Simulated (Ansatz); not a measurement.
Runs of Ansatz 0.2.0 on AlNi. The structure is cubic, space group Pm-3m (No. 221). The conventional cell has a = 2.881 Å, b = 2.881 Å, c = 2.881 Å, α = 90.00°, β = 90.00°, γ = 90.00°. Ni (site symmetry m-3m) is surrounded by 8 Al at 2.50 Å. Al (site symmetry m-3m) is surrounded by 8 Ni at 2.50 Å. 

```tsv
task	level	cell	k mesh	smearing	atoms under strain	points for each segment of the path	gap on the mesh (eV)	pressure (GPa)	moment (μB)	relaxed volume (Å³/atom)
elastic constants	PBE	as given	7 × 7 × 7	fermi-dirac 0.05 eV	relaxed	-	none	(a)	0.00	-
band structure	BLYP	as given	9 × 9 × 9	fermi-dirac 0.05 eV	-	14	none	6.6	0.00	-
relaxation of cell and atoms	revPBE+D4	relaxed	9 × 9 × 9	fermi-dirac 0.05 eV	-	-	-	0.0	0.00	(b)
elastic constants	LDA	as given	7 × 7 × 7	fermi-dirac 0.05 eV	clamped	-	none	-8.5	0.00	-
relaxation of cell and atoms	RPBE	relaxed	9 × 9 × 9	fermi-dirac 0.05 eV	-	-	-	0.0	0.00	12.39
single point	PBE	as given	9 × 9 × 9	gaussian 0.012 eV	-	-	none	1.9	0.00	-
single point	PBE	as given	9 × 9 × 9	gaussian 0.028 eV	-	-	none	1.9	0.00	-
band structure	LDA	as given	9 × 9 × 9	fermi-dirac 0.05 eV	-	14	none	-8.6	0.00	-
```

Alike in all rows: potentials or basis Ansatz PAW; spin collinear, ferromagnetic start; cutoff (eV) 420.

Task: Fill in the values left out.

Result: (a) 2.0; (b) 11.60.

Caveats: the starting moments weren't kept (some runs); the PAW data sets come from PBE, with cores solved anew for the run's functional, which leaves a small shift of forces and pressure (some runs); elastic constants of metals need much finer meshes, so these are rough (some runs); the plane-wave basis is chosen anew once the cell has moved, so the energies of steps on either side of that aren't comparable (some runs); the cell is more than 3 GPa from zero pressure, which shifts response properties (some runs).

A gap of «none» marks a metal or a gap under the smearing width.
